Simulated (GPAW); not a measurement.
# Converging the plane-wave cutoff: LiI (I4mm, 2 atoms in the cell)

```
CELL_PARAMETERS angstrom
      0.00000     3.02505     3.02505
      3.02505     0.00000     3.02505
      3.02505     3.02505     0.00000
ATOMIC_POSITIONS crystal
  Li 0.00826 0.00826 0.99174
  I  0.50000 0.50000 0.50000
```

Method: PBE, GPAW PAW datasets PBE (gpaw-data 1.0.1) (plane waves; GPAW 25.7.0).

Base settings: mode = pw; ecut = 600 eV; xc = PBE; kpts = 3 3 3; mesh shift (steps) = 0 0 0; occupations.name = fermi-dirac; occupations.width = 0.05 eV; nbands = -8; convergence.bands = -6; symmetry.symmorphic = false.

The second cell is the first with its lattice scaled by 0.98.

The mesh stays at the base's, so the ladder's end is converged at best in this setting alone.

Only quantities that move along the ladder and can be compared are tabulated; the gap is left out on so coarse a mesh.

The count of work is k-points × plane waves × bands × iterations; it is no time. 

The starting cell has typed, rounded lattice constants, without a prior relaxation at this level. Its lattice was rescaled by up to half a per cent. One atom was moved a little off its site on purpose.

```csv
ecut,free energy less the last step's (meV/atom),energy of the compressed cell less the first (meV/atom),pressure (GPa),largest difference of a force vector from the last step's (eV/Å),count of work / last
210 eV,3.23,11.98,0.45,0.006,0.051
240 eV,2.74,12.39,0.53,0.006,0.062
270 eV,2.57,12.68,0.53,0.006,0.073
300 eV,2.14,12.61,0.51,0.007,0.086
330 eV,1.40,12.66,0.51,0.006,0.099
360 eV,0.75,12.69,0.52,0.008,0.11
420 eV,0.44,12.67,0.53,0.005,0.14
480 eV,0.32,12.64,0.53,0.004,0.18
540 eV,0.26,12.64,0.53,0.003,0.21
600 eV,0.22,12.61,0.53,0.004,0.24
660 eV,0.16,12.62,0.53,0.004,0.28
720 eV,0.10,12.64,0.53,0.004,0.32
810 eV,0.05,12.63,0.53,0.004,0.38
900 eV,0.01,12.64,0.53,0.004,0.45
1050 eV,0.00,12.63,0.53,0.000,0.63
1200 eV,0.00,12.63,0.53,0.004,0.69
1440 eV,0.00,12.63,0.53,0.000,1.0
```

Coarsest ecut that holds the pressure within 0.05 GPa of the last step, with all finer ones: 240 eV, at 0.062 of the last step's count of work; the step before is off by 0.08 GPa.

Coarsest ecut that holds the free energy within 0.5 meV/atom of the last step, with all finer ones: 420 eV, at 0.14 of the last step's count of work; the step before is off by 0.75 meV/atom.

The energy difference between the two cells stays within 1 meV/atom of the last step's from 210 eV on, the total only from 360 eV on: much of the error is common to both cells and cancels.

Two neighbours can agree and both be off: 240 eV and 270 eV differ by 0.17 meV/atom in the free energy, yet lie about 2.6 meV/atom from the last step.
